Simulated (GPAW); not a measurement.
A run of GPAW 26.7.0 is set up as follows.

run.py

```python
import json
import numpy as np
from ase.dft.bandgap import bandgap
from ase.io import read, write
from gpaw import GPAW, PW, setup_paths
from gpaw.response.g0w0 import G0W0

setup_paths.insert(0, '.')

atoms = read('POSCAR')

calc = GPAW(mode=PW(650),
            xc='AM05',
            kpts={'size': (8, 8, 8), 'gamma': True},
            occupations={'name': 'fermi-dirac', 'width': 0.001},
            nbands=11,
            convergence={'density': 1e-06},
            maxiter=150,
            txt='gpaw.txt')
atoms.calc = calc
energy = atoms.get_potential_energy()
calc.write('gs.gpw')
write('result.traj', atoms)
print(f'Energy: {energy:.6f} eV')
print('Fermi level:', round(calc.get_fermi_level(), 4), 'eV')
print(f'Gap: {bandgap(calc)[0]:.4f} eV, direct: {bandgap(calc, direct=True)[0]:.4f} eV')

calc.diagonalize_full_hamiltonian(nbands=29)
calc.write('full.gpw', mode='all')

ibz = calc.get_ibz_k_points()
gap, vbm, cbm = bandgap(calc, output=None)
gap, direct, _ = bandgap(calc, direct=True, output=None)
gamma = int(np.abs(ibz).sum(1).argmin())
kpts = sorted({gamma, vbm[1], cbm[1], direct[1]})
gw = G0W0(calc='full.gpw',
          filename='gw',
          ecut=100,
          ecut_extrapolation=True,
          relbands=(-2, 2),
          kpts=kpts,
          integrate_gamma='WS',
          ppa=True)
gw.calculate()
results = {mode: {key: np.asarray(r[key]).tolist() for key in ['f', 'eps', 'vxc', 'exx', 'sigma', 'Z', 'qp', 'sigma_eskn']}
           for mode, r in gw.all_results.items()}
json.dump({'kpts': ibz[kpts].tolist(), 'results': results}, open('gw.json', 'w'))
for mode, r in results.items():
    f, qp = np.array(r['f']), np.array(r['qp'])
    print(mode, 'quasiparticle energies (eV):')
    print(qp.round(3))
    print(mode, 'gap:', round(qp[f < 0.5].min() - qp[f > 0.5].max(), 4), 'eV')
```

File POSCAR:

```
C
1.0
    0.0000000000      1.7833700000      1.7833700000
    1.7833700000      0.0000000000      1.7833700000
    1.7833700000      1.7833700000      0.0000000000
C
2
Direct
    0.7500000000      0.7500000000      0.7500000000
    0.5000000000      0.5000000000      0.5000000000
```

Potentials or basis: PAW data sets generated in the run's folder for this functional, pw.

Launch:

```console
$ gpaw-setup -x -f AM05 C
$ OMP_NUM_THREADS=1 python run.py
```

Task: What does it give for the quasiparticle gap?

Result: 5.47 eV.

Task: What does it give for the least direct quasiparticle gap?

Result: 7.28 eV.

Task: Predict the band gap on the k mesh, mean-field level.

Result: 4.02 eV, indirect (least direct gap 5.52 eV).

Caveat: the k mesh is coarse; the extrapolation in the response cutoff is poor; the quasiparticle gap is taken among the few k points that were corrected; the long-wavelength limit can be off by a per cent or two. A k mesh can miss the band edges.
